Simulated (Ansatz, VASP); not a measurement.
SnTe in VASP and in Ansatz

```
Sn Te
1.0
     4.39384    0.00000    0.00000
    -2.19692    3.80518    0.00000
     0.00000    0.00000    7.87041
Sn Te
2 2
Direct
  0.00000 0.00000 0.00000
  0.00000 0.00000 0.50000
  0.33333 0.66667 0.25000
  0.66667 0.33333 0.75000
```

The cell was built by a generator and needn't be a form met in nature.

Alike in both runs: task single point; functional PBE; k mesh 6 × 6 × 2; occupations fermi-dirac, width 0.02 eV; no spin polarisation.

|  | VASP | Ansatz |
| --- | --- | --- |
| version | VASP 6.6.1 | Ansatz 0.2.0 |
| potentials or method | VASP PAW PBE potentials, release 64 (Sn_d, Te) | plane waves, PAW |
| plane-wave cutoff (eV) | 520 | 420 |
| valence electrons in the cell | 40 | 60 |

Ansatz gave:

* pressure (GPa): 0.7
* largest component of the traceless stress (GPa): 0.22

Q: Which values does VASP return?

A: Pressure (GPa): 0.7; largest component of the traceless stress (GPa): 0.21.

The functional is the same, so the differences come from potentials, cutoffs and numerics. The two sets of potentials don't hold the same shells in valence.

Caveats: the k mesh is coarse (spacing up to 0.40 Å⁻¹), so the values aren't converged. Spin-orbit coupling is left out, which matters for the levels of Te.
